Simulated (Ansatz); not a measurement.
A surface is cut from this relaxed crystal of CoPtO2:

```cif
data_structure
_symmetry_space_group_name_H-M 'R-3m:H'
_symmetry_Int_Tables_number 166
_cell_length_a 2.8102
_cell_length_b 2.8102
_cell_length_c 17.6966
_cell_angle_alpha 90.000
_cell_angle_beta 90.000
_cell_angle_gamma 120.000
_cell_volume 121.03
loop_
_atom_site_label
_atom_site_type_symbol
_atom_site_symmetry_multiplicity
_atom_site_Wyckoff_symbol
_atom_site_fract_x
_atom_site_fract_y
_atom_site_fract_z
_atom_site_occupancy
Co1 Co 3 b 0.66667 0.33333 0.83333 1
Pt1 Pt 3 a 0.00000 0.00000 0.00000 1
O1 O 6 c 0.00000 0.00000 0.88776 1
```

Miller indices refer to the conventional cell of R-3m (No. 166), a = 2.810 Å, b = 2.810 Å, c = 17.697 Å, α = 90.00°, β = 90.00°, γ = 120.00°.

The (101) slab of 20 planes, 11.1 Å thick with 15 Å of vacuum as cut; outer planes O (top) and Co (bottom).

Level of theory: Ansatz 0.2.0, DFT PBEsol, scalar-relativistic, plane waves, PAW. Settings: cutoff 420 eV, Γ-centred mesh 13×6×1 on the computed 20-atom cell, Gaussian smearing of 0.10 eV; no spin polarisation. The cell repeats along c with a dipole correction in the vacuum.

Results for the relaxed slab:

```json
{
  "Surface energy (mean of both faces)": "2.52 J/m²",
  "Work function": "6.11 eV (top), 4.14 eV (bottom)",
  "Dipole of the slab along +c, per cell": "-0.18 e·Å"
}
```

Relaxation lowers the energy by 0.366 J/m² a face; the largest move is 0.229 Å.

```
plane (bottom to top) atoms spacing to next, bulk (Å) relaxed (Å) change (%)
                    1     Co                      0.935        0.788       -15.7
                    2      O                      0.271        0.336       +24.2
                    3     Pt                      0.271        0.267        -1.2
                    4      O                      0.935        0.920        -1.5
                    5     Co                      0.935        0.941        +0.7
                    6      O                      0.271        0.283        +4.6
                    7     Pt                      0.271        0.264        -2.4
                    8      O                      0.935        0.933        -0.2
                    9     Co                      0.935        0.927        -0.8
                   10      O                      0.271        0.254        -6.2
                   11     Pt                      0.271        0.295        +9.0
                   12      O                      0.935        0.947        +1.3
                   13     Co                      0.935        0.907        -3.0
                   14      O                      0.271        0.183       -32.5
                   15     Pt                      0.271        0.371       +37.0
                   16      O                      0.935        1.063       +13.7
                   17     Co                      0.935        0.778       -16.8
                   18      O                      0.271        0.059       -78.1
                   19     Pt                      0.271        0.403       +49.1
                   20      O
```

Spin-orbit coupling is left out, which matters for the bands of heavy elements. Spin polarisation was left out, and a magnetic state may lie lower.